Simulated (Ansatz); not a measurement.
**Sb (R-3m) under several functionals**

**The experiment to reproduce.**

“Effect of pressure on the Raman modes of antimony”, 2006, arxiv:cond-mat/0608676 quotes, for a bulk crystal of Sb at 4 K: lattice constant a 4.3007 Å.

Plane-wave DFT in Ansatz with scalar-relativistic PAW potentials. The same structure was relaxed (cell and atoms, symmetry kept) in separate runs at each level. No spin polarisation.

Q: How do the levels LDA, PBE, PBE+D3(BJ), PBEsol, r2SCAN compare?

A:
```csv
level,cutoff (eV),k mesh,V (Å³/atom),a (Å),c (Å),B0 (GPa)
LDA,420,12×12×12,29.195,4.294,10.970,–
PBE+D3(BJ),420,12×12×12,29.780,4.323,11.039,43
PBEsol,420,12×12×12,29.822,4.322,11.060,43
r2SCAN,500,12×12×12,31.574,4.341,11.608,28
PBE,420,12×12×12,31.843,4.377,11.515,31
```

The usual order of volumes, LDA < PBEsol < PBE, holds here (29.195, 29.822, 31.843 Å³/atom). As a rule LDA overbinds; PBEsol, built on the gradient expansion of slowly varying densities, lies between LDA and PBE; PBE's stronger gradient term for exchange weakens bonds. Adding D3 to PBE changes the volume by -6.5 %; the term is attractive, so it pulls cells in. In metals the pairwise form ignores screening by the conduction electrons, so it can pull in too far. r2SCAN lies 0.8 % under PBE in volume. B0 goes from 42.6 to 30.5 GPa as the volume grows by 6.9 %; on one curve with B' = 7.3 the volume alone, B ∝ V^(−B'), would give 26.1 GPa, and the rest of the difference is the functional's own stiffness.

For PBE: Measured lattice constant a of Sb: 4.3007 Å (4 K; quoted in “Effect of pressure on the Raman modes of antimony”, 2006, arxiv:cond-mat/0608676). This calculation gives 4.377 Å (+1.8 %). The calculations are for 0 K without zero-point motion, and in metals axial ratios are sensitive to mesh and smearing.